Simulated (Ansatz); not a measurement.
The system is WS2 (Tungstenite).

```xyz
6
Lattice="3.1800 0.0000 0.0000 -1.5900 2.7540 0.0000 0.0000 0.0000 12.5000" Properties=species:S:1:pos:R:3 pbc="T T T"
W     1.5900    0.9180    9.3750
W     0.0000    1.8360    3.1250
S     1.5900    0.9180    4.6875
S     0.0000    1.8360   10.9375
S     1.5900    0.9180    1.5625
S     0.0000    1.8360    7.8125
```

Base run:

- Program: Ansatz 0.2.0
- Functional: PBE0
- Potentials or basis: Ansatz PAW
- Cutoff: 420 eV (not typed: the program's choice for these potentials)
- k mesh: 6 × 6 × 2
- Occupations: fermi-dirac, width 0.05 eV
- Spin: no spin polarisation

Its results: band gap on the k mesh 2.24 eV, indirect (least direct gap 2.87 eV); pressure -2.2 GPa; largest force 0.335 eV/Å.

Question: The run is repeated on the same cell with these changes: functional from PBE0 to HSE06. What comes out?

Answer: Band gap on the k mesh 1.58 eV, indirect (least direct gap 2.22 eV); pressure -2.2 GPa; largest force 0.350 eV/Å.

Caveats: spin-orbit coupling is left out, which moves the levels of the heavy elements; this functional lacks dispersion, which binds the layers, so the pressure and a relaxed spacing across them are unreliable; the PAW data sets come from PBE, with cores solved anew for the run's functional, which leaves a small shift of forces and pressure; the thresholds are loose for stress.
